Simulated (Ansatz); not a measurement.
# Infrared modes and screening in ZnO (NiAs type)

Perturbation theory with PBEsol in Ansatz on the PBEsol cell, ground state and force constants on a 9×9×4 mesh. Values at 0 K without nuclear motion; spin polarisation is off, and the phase may be a hypothetical one.

The symmetry is P6_3/mmc (No. 194, hexagonal); conventional cell a = 2.978 Å, c = 5.119 Å, 9.83 Å³ an atom. Around Zn lie 6 O at 2.14 Å; around O lie 6 Zn at 2.14 Å.

```xyz
4
Lattice="2.9776 0.0000 0.0000 -1.4888 2.5787 0.0000 0.0000 0.0000 5.1192" Properties=species:S:1:pos:R:3 pbc="T T T"
Zn    0.0000    0.0000    0.0000
Zn    0.0000    0.0000    2.5596
O     0.0000    1.7191    1.2798
O     1.4888    0.8596    3.8394
```

Optical modes without the longitudinal term:
```
ω (cm⁻¹)  degeneracy  IR intensity, summed over the level ((D/Å)²/amu)
      56           2                                              0.00
     224           1                                             21.76
     245           2                                             40.02
     248           2                                              0.00
     327           1                                              0.00
     490           1                                              0.00
```

All optical modes at Γ are real, from 56 to 490 cm⁻¹ without the longitudinal term; this says nothing of other wave vectors. With the long-range field the highest mode reaches 507 cm⁻¹. The program warns that the force constants, and all that is formed from them, aren't settled on this k mesh. Of the real levels 2 are infrared active, the strongest at 245 cm⁻¹.

The clamped-ion dielectric constant comes out as 5.62 along x and y, 5.71 along z. With the ions relaxed, ε⁰ is 23.7 along x and y, 29.2 along z. Born charges, averaged over directions: Zn +2.39, O -2.39 e.

For comparison, on the r2SCAN cell the mean ε∞ is 4.88 with r2SCAN (ground state on 9×9×4; least gap 1.36 eV), 5.53 with PBE (ground state on 9×9×4; least gap 0.75 eV).
